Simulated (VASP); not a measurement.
# AlAs (F-43m) in VASP: notebook, part 2 of 2

VASP 6.6.1. The steps go on from the part before.

## (4) Relaxation of cell and atoms, PBEsol

INCAR reads:

```
PREC = Accurate
ENCUT = 600
EDIFF = 1E-7
ISMEAR = 0
SIGMA = 0.02
LREAL = F
LASPH = T
NELM = 100
ALGO = Normal
ISIF = 3
LWAVE = F
LCHARG = F
GGA = PS
IBRION = 2
NSW = 90
EDIFFG = -0.005
```

KPOINTS reads:

```
regular mesh
0
Gamma
  4 4 4
```

POSCAR reads:

```
AlAs
1.0
    0.0000000000      2.8379008000      2.8379008000
    2.8379008000      0.0000000000      2.8379008000
    2.8379008000      2.8379008000      0.0000000000
Al As
1 1
Direct
    0.0000000000      0.0000000000      0.0000000000
    0.2500000000      0.2500000000      0.2500000000
```

Potentials or basis: VASP PAW PBE potentials, release 64 (Al, As).

The run is started by

```
$ cat potpaw_PBE.64/Al/POTCAR potpaw_PBE.64/As/POTCAR > POTCAR
$ mpirun -np 1 vasp_std > vasp.out
```

OUTCAR:

```text
PREC = Accurate
   ENCUT = 600
   EDIFF = 1E-7
   ISMEAR = 0
   LREAL = F
   LASPH = T
   NELM = 100
   ISIF = 3
   GGA = PS
   IBRION = 2
   NSW = 90
   EDIFFG = -0.005

 ion  position               nearest neighbor table
   1  0.000  0.000  0.000-   2 2.46   2 2.46   2 2.46   2 2.46
   2  0.250  0.250  0.250-   1 2.46   1 2.46   1 2.46   1 2.46

  LATTYP: Found a face centered cubic cell.
 ALAT       =     5.6758016000

  Lattice vectors:

 A1 = (   0.0000000000,   2.8379008000,   2.8379008000)
 A2 = (   2.8379008000,   0.0000000000,   2.8379008000)
 A3 = (   2.8379008000,   2.8379008000,   0.0000000000)

Analysis of symmetry for initial positions (statically):
=====================================================================
 Subroutine PRICEL returns:
 Original cell was already a primitive cell.

 Routine SETGRP: Setting up the symmetry group for a
 face centered cubic supercell.

 Subroutine GETGRP returns: Found 24 space group operations
 (whereof 24 operations were pure point group operations)
 out of a pool of 48 trial point group operations.

The static configuration has the point symmetry T_d .

Analysis of symmetry for dynamics (positions and initial velocities):
[... 134 lines left out ...]

 number of electron       8.0000001 magnetization

 Free energy of the ion-electron system (eV)
  ---------------------------------------------------
  ext. energy  EPLUGINS =         0.00000000
  ---------------------------------------------------
  free energy    TOTEN  =        -9.94442148 eV

  energy without entropy =       -9.94442148  energy(sigma->0) =       -9.94442148

------------------------ aborting loop because EDIFF is reached ----------------------------------------

  FORCE on cell =-STRESS in cart. coord.  units (eV):
  Direction    XX          YY          ZZ          XY          YZ          ZX
  --------------------------------------------------------------------------------------
  -------------------------------------------------------------------------------------
  Total        0.1494477      0.1494477      0.1494477      0.0000000      0.0000000     -0.0000000
  in kB        5.2381536      5.2381536      5.2381536      0.0000000      0.0000000     -0.0000000
  external PRESSURE =       5.2381536 kB  Pullay stress =       0.0000000 kB
[... 59 lines left out ...]
--------------------------------------- Ionic step        3  -------------------------------------------

 number of electron       8.0000001 magnetization

 Free energy of the ion-electron system (eV)
  ---------------------------------------------------
  ext. energy  EPLUGINS =         0.00000000
  ---------------------------------------------------
  free energy    TOTEN  =        -9.94495085 eV

  energy without entropy =       -9.94495085  energy(sigma->0) =       -9.94495085

 E-fermi :   3.8636     XC(G=0):  -9.1206

 val. band max:        3.7170752652   @ k =   0.0000   0.0000   0.0000
 cond. band min:       5.0307136411   @ k =   0.5000   0.5000   0.0000
 fundamental gap:      1.3136383759
 Fermi energy:         3.8636400114

 k-point     1 :       0.0000    0.0000    0.0000
  band No.  band energies     occupation
      1      -8.0875      2.00000
      2       3.7171      2.00000
      3       3.7171      2.00000
      4       3.7171      2.00000
      5       5.5684      0.00000
      6       7.9235      0.00000
      7       7.9235      0.00000
      8       7.9235      0.00000
[... 104 lines left out ...]
  FREE ENERGIE OF THE ION-ELECTRON SYSTEM (eV)
  ---------------------------------------------------
  free  energy   TOTEN  =        -9.9449508545 eV

  energy  without entropy=       -9.9449508545  energy(sigma->0) =       -9.94495085

 reached required accuracy - stopping structural energy minimisation
```

OSZICAR:

```text
N       E                     dE             d eps       ncg     rms          rms(c)
DAV:   1     0.168620368875E+02    0.16862E+02   -0.36506E+03   128   0.871E+02
DAV:   2    -0.963143612182E+01   -0.26493E+02   -0.24686E+02   192   0.951E+01
DAV:   3    -0.102359876995E+02   -0.60455E+00   -0.60455E+00   160   0.193E+01
[... 21 lines left out ...]
DAV:   2    -0.994498373329E+01    0.13285E-03   -0.27700E-04   144   0.940E-02    0.293E-02
DAV:   3    -0.994495258161E+01    0.31152E-04   -0.12341E-04   128   0.555E-02    0.111E-02
DAV:   4    -0.994495096669E+01    0.16149E-05   -0.44265E-06   128   0.131E-02    0.659E-03
DAV:   5    -0.994495082553E+01    0.14116E-06   -0.59906E-07   152   0.461E-03    0.356E-03
DAV:   6    -0.994495085449E+01   -0.28960E-07   -0.16253E-08    64   0.106E-03
   3 F= -.99449509E+01 E0= -.99449509E+01  d E =-.529377E-03
```

CONTCAR:

```text
AlAs
   1.00000000000000
     0.0000000000000000    2.8446351550746329    2.8446351550746329
     2.8446351550746329    0.0000000000000000    2.8446351550746329
     2.8446351550746329    2.8446351550746329    0.0000000000000000
  Al              As
     1     1
Direct
     0.0000000000000000    0.0000000000000000    0.0000000000000000
     0.2500000000000000    0.2500000000000000    0.2500000000000000

  0.00000000E+00  0.00000000E+00  0.00000000E+00
  0.00000000E+00  0.00000000E+00  0.00000000E+00
```

It took 12 s on 1 thread of Intel Xeon Platinum 8559C (Emerald Rapids), shared host; peak memory 0.17 GiB.

What came out:

| Quantity | Value |
| --- | --- |
| Free energy | -9.9450 eV |
| Relaxed volume | 23.02 Å³/atom |
| Relaxed cell | a = 4.023 Å, b = 4.023 Å, c = 4.023 Å, α = 60.00°, β = 60.00°, γ = 60.00° |
| Space group after relaxing (to 0.05 Å) | F-43m (No. 216) |
| Energy gained by relaxing | 0.3 meV/atom |
| Ionic steps | 3 |
| Pressure after relaxing | 0.0 GPa |
| Band gap on the k mesh | 1.31 eV, indirect (least direct gap 1.85 eV) |

The path:
| step | energy change (eV) | largest force (eV/Å) | pressure (GPa) | volume (Å³) |
| --- | --- | --- | --- | --- |
| 1 | 0.0000 | 0.0000 | 0.52 | 45.71 |
| 2 | -0.0004 | 0.0000 | -0.26 | 46.21 |
| 3 | -0.0005 | 0.0000 | 0.00 | 46.04 |

Final structure:
```
CELL_PARAMETERS angstrom
0.00000 2.84464 2.84464
2.84464 0.00000 2.84464
2.84464 2.84464 0.00000
ATOMIC_POSITIONS crystal
Al 0.00000 0.00000 0.00000
As 0.25000 0.25000 0.25000
```

Levels at points of the mesh, in eV from the valence-band top:
```tsv
k point	band 1	band 2	band 3	band 4	band 5	band 6	band 7	band 8
(0.00, 0.00, 0.00)	-11.80	0.00	0.00	0.00	1.85	4.21	4.21	4.21
(0.50, 0.00, 0.00)	-10.40	-5.56	-0.82	-0.82	2.00	4.59	4.59	7.53
(0.50, 0.50, 0.00)	-9.86	-5.41	-2.16	-2.16	1.31	2.19	10.15	10.15
```

Caveat: the k mesh is coarse (spacing up to 0.48 Å⁻¹), so the values aren't converged; the PAW data sets were made with another functional, which shifts forces and pressure a little. A k mesh can miss the band edges.

## (5) Single point, PBEsol

INCAR reads:

```
PREC     = Accurate       # precision mode
ENCUT    = 520            # plane-wave cutoff, eV
EDIFF    = 1E-6           # SCF threshold, eV
ISMEAR   = 0              # smearing method
SIGMA    = 0.02           # smearing width, eV
LREAL    = False          # projectors in reciprocal space
LASPH    = True           # aspherical terms in the spheres
NELM     = 100            # most SCF steps
ALGO     = Normal         # electronic algorithm
ISIF     = 2              # what is computed and relaxed
LWAVE    = False          # write WAVECAR
LCHARG   = True           # write CHGCAR
GGA      = PS             # functional
LELF     = True           # ELF
LVHAR    = True
```

KPOINTS reads:

```
Automatic mesh
0
Gamma
  8 8 8
```

POSCAR is that of step 4.

The run is started by

```
$ cat potpaw_PBE.64/Al/POTCAR potpaw_PBE.64/As/POTCAR > POTCAR
$ mpirun -np 1 vasp_std > vasp.out
```

Wall time 11 s (1 thread of Intel Xeon Platinum 8559C (Emerald Rapids), shared host); peak memory 0.16 GiB.

The run converged. Its results:

```yaml
Free_energy: -10.0648 eV
Pressure: 0.2 GPa
Band_gap_on_the_k_mesh: 1.33 eV, indirect (least direct gap 1.92 eV)
```

Levels at points of the mesh, in eV from the valence-band top:
| k point | band 2 | band 3 | band 4 | band 5 | band 6 | band 7 |
| --- | --- | --- | --- | --- | --- | --- |
| (0.00, 0.00, 0.00) | 0.00 | 0.00 | 0.00 | 1.92 | 4.25 | 4.25 |
| (0.50, 0.00, 0.00) | -5.57 | -0.82 | -0.82 | 2.05 | 4.63 | 4.63 |
| (0.50, 0.50, 0.00) | -5.42 | -2.17 | -2.17 | 1.33 | 2.22 | 10.22 |

Caveat: the PAW data sets were made with another functional, which shifts forces and pressure a little. A k mesh can miss the band edges.

## (6) Relaxation of cell and atoms, PBEsol

INCAR reads:

```
PREC = Accurate
ENCUT = 580
EDIFF = 1E-7
ISMEAR = 0
SIGMA = 0.02
LREAL = F
LASPH = T
NELM = 100
ALGO = Normal
ISIF = 3
LWAVE = F
LCHARG = F
GGA = PS
IBRION = 2
NSW = 90
EDIFFG = -0.005
```

KPOINTS reads:

```
regular mesh
0
Gamma
  8 8 8
```

POSCAR is that of step 5.

Potentials or basis: VASP PAW PBE potentials, release 64 (Al, As).

The run is started by

```
$ cat potpaw_PBE.64/Al/POTCAR potpaw_PBE.64/As/POTCAR > POTCAR
$ mpirun -np 1 vasp_std > vasp.out
```

Wall time 16 s (1 thread of Intel Xeon Platinum 8559C (Emerald Rapids), shared host); peak memory 0.18 GiB.

Results (log left out):

```
Free energy                            : -10.0649 eV
Relaxed volume                         : 22.93 Å³/atom
Relaxed cell                           : a = 4.018 Å, b = 4.018 Å, c = 4.018 Å, α = 60.00°, β = 60.00°, γ = 60.00°
Space group after relaxing (to 0.05 Å) : F-43m (No. 216)
Energy gained by relaxing              : 0.1 meV/atom
Ionic steps                            : 3
Pressure after relaxing                : 0.0 GPa
Band gap on the k mesh                 : 1.34 eV, indirect (least direct gap 1.89 eV)
```

Step by step:
```csv
step,energy change (eV),largest force (eV/Å),pressure (GPa),volume (Å³)
1,0.0000,0.0000,0.23,45.71
2,-0.0001,0.0000,-0.11,45.93
3,-0.0001,0.0000,0.00,45.86
```

Final structure:
```yaml
crystal:
  lattice:
    - [0.00000, 2.84088, 2.84088]
    - [2.84088, 0.00000, 2.84088]
    - [2.84088, 2.84088, 0.00000]
  atoms:
    - { symbol: Al, position: [0.00000, 0.00000, 0.00000] }
    - { symbol: As, position: [0.25000, 0.25000, 0.25000] }
```

Levels at points of the mesh, in eV from the valence-band top:
```
           k point  band 1  band 2  band 3  band 4  band 5  band 6  band 7  band 8
(0.00, 0.00, 0.00)  -11.83    0.00    0.00    0.00    1.89    4.24    4.24    4.24
(0.50, 0.00, 0.00)  -10.42   -5.55   -0.82   -0.82    2.04    4.62    4.62    7.56
(0.50, 0.50, 0.00)   -9.88   -5.40   -2.16   -2.16    1.34    2.22   10.20   10.20
```

Caveat: the PAW data sets were made with another functional, which shifts forces and pressure a little.

## (7) Relaxation of cell and atoms, RPBE

Edit INCAR of step 6 so:

```diff
@@ -1,3 +1,3 @@
 PREC = Accurate
-ENCUT = 580
+ENCUT = 600
 EDIFF = 1E-7
@@ -12,3 +12,3 @@
 LCHARG = F
-GGA = PS
+GGA = RP
 IBRION = 2
```

KPOINTS is that of step 6.

POSCAR is that of step 6.

The run is started by

```
$ cat potpaw_PBE.64/Al/POTCAR potpaw_PBE.64/As/POTCAR > POTCAR
$ mpirun -np 1 vasp_std > vasp.out
```

It took 19 s on 1 thread of Intel Xeon Platinum 8559C (Emerald Rapids), shared host; peak memory 0.18 GiB.

The run converged. Its results:

```
Free energy                            : -8.8215 eV
Relaxed volume                         : 24.05 Å³/atom
Relaxed cell                           : a = 4.082 Å, b = 4.082 Å, c = 4.082 Å, α = 60.00°, β = 60.00°, γ = 60.00°
Space group after relaxing (to 0.05 Å) : F-43m (No. 216)
Energy gained by relaxing              : 13.0 meV/atom
Ionic steps                            : 3
Pressure after relaxing                : 0.0 GPa
Band gap on the k mesh                 : 1.62 eV, indirect (least direct gap 1.73 eV)
```

Step by step:
| step | energy change (eV) | largest force (eV/Å) | pressure (GPa) | volume (Å³) |
| --- | --- | --- | --- | --- |
| 1 | 0.0000 | 0.0000 | 3.64 | 45.71 |
| 2 | -0.0210 | 0.0000 | -1.40 | 49.23 |
| 3 | -0.0260 | 0.0000 | 0.01 | 48.10 |

Final structure:
```cif
data_structure
_symmetry_space_group_name_H-M 'P 1'
_symmetry_Int_Tables_number 1
_cell_length_a 4.0822
_cell_length_b 4.0822
_cell_length_c 4.0822
_cell_angle_alpha 60.000
_cell_angle_beta 60.000
_cell_angle_gamma 60.000
_cell_volume 48.10
loop_
_atom_site_label
_atom_site_type_symbol
_atom_site_fract_x
_atom_site_fract_y
_atom_site_fract_z
_atom_site_occupancy
Al1 Al 0.00000 0.00000 0.00000 1
As1 As 0.25000 0.25000 0.25000 1
```

Levels at points of the mesh, in eV from the valence-band top:
```tsv
k point	band 1	band 2	band 3	band 4	band 5	band 6	band 7	band 8
(0.00, 0.00, 0.00)	-11.51	0.00	0.00	0.00	1.73	4.22	4.22	4.22
(0.50, 0.00, 0.00)	-10.22	-5.28	-0.78	-0.78	2.02	4.67	4.67	7.78
(0.50, 0.50, 0.00)	-9.73	-5.20	-2.04	-2.04	1.62	2.37	9.94	9.94
```

Caveat: the PAW data sets were made with another functional, which shifts forces and pressure a little. As with any semilocal functional, this RPBE gap is likely too small.

## (8) Summary

| task | level | cell | k mesh | cutoff (eV) | mesh quality | gap on the mesh (eV) | pressure (GPa) | relaxed volume (Å³/atom) |
| --- | --- | --- | --- | --- | --- | --- | --- | --- |
| relaxation of cell and atoms | PBE+D3(BJ) | relaxed | 8 × 8 × 8 | 600 | not flagged | 1.44 | 0.0 | 22.78 |
| relaxation of cell and atoms | PBEsol | relaxed | 8 × 8 × 8 | 300 | not flagged | 1.34 | 0.0 | 22.92 |
| relaxation of cell and atoms | PBEsol | relaxed | 4 × 4 × 4 | 600 | coarse | 1.31 | 0.0 | 23.02 |
| single point | PBEsol | as given | 8 × 8 × 8 | 520 | not flagged | 1.33 | 0.2 | - |
| relaxation of cell and atoms | PBEsol | relaxed | 8 × 8 × 8 | 580 | not flagged | 1.34 | 0.0 | 22.93 |
| relaxation of cell and atoms | RPBE | relaxed | 8 × 8 × 8 | 600 | not flagged | 1.62 | 0.0 | 24.05 |

Alike in all rows: potentials or basis VASP PAW PBE potentials, release 64 (Al, As); no spin polarisation; smearing gaussian 0.02 eV.

Caveats: some runs use coarse meshes; the PAW data sets were made with another functional, which shifts forces and pressure a little (some runs).

Absolute energies hang on the potentials; compare differences alone.
